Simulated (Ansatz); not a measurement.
TiCo, 2 atoms in the cell. Symmetry: Pm-3m, No. 221, cubic system. The conventional cell has a = 2.986 Å, b = 2.986 Å, c = 2.986 Å, α = 90.00°, β = 90.00°, γ = 90.00°. Co (site symmetry m-3m) is surrounded by 8 Ti at 2.59 Å. Ti (site symmetry m-3m) has 8 Co at 2.59 Å as nearest neighbours. The cell comes from a database or a generator and needn't be the stable form of this composition.

| Item | Value |
| --- | --- |
| Program | Ansatz 0.2.0 |
| Task | single point |
| Functional | PBE |
| Potentials or basis | all-electron LAPW, scalar-relativistic |
| Cutoff | 279 eV (chosen from the basis error) |
| Basis error allowed | 0.001 eV/atom |
| k mesh | 9 × 9 × 9 |
| Occupations | gaussian, width 0.021 eV |
| Spin | collinear spin, ferromagnetic start |
| Starting moments | [2.0, 1.0] μB |

Potentials or basis: all-electron LAPW, scalar-relativistic.

The run is started by

```console
$ ansatz run input.yaml --threads 2 --pin off --max-ram 6144MiB --backend cpu --events-out ev --progress --plain --runs-dir out
```

Hardware: 2 threads of Arm Neoverse V1, with other jobs on the host.

**Question.** How long does it take, and how much memory?

**Answer.** Wall time 14 s on 2 threads of Arm Neoverse V1 (shared host), peak memory 0.42 GiB. Counts: scf iterations 11, plane waves 257, k points 35, bands 20.
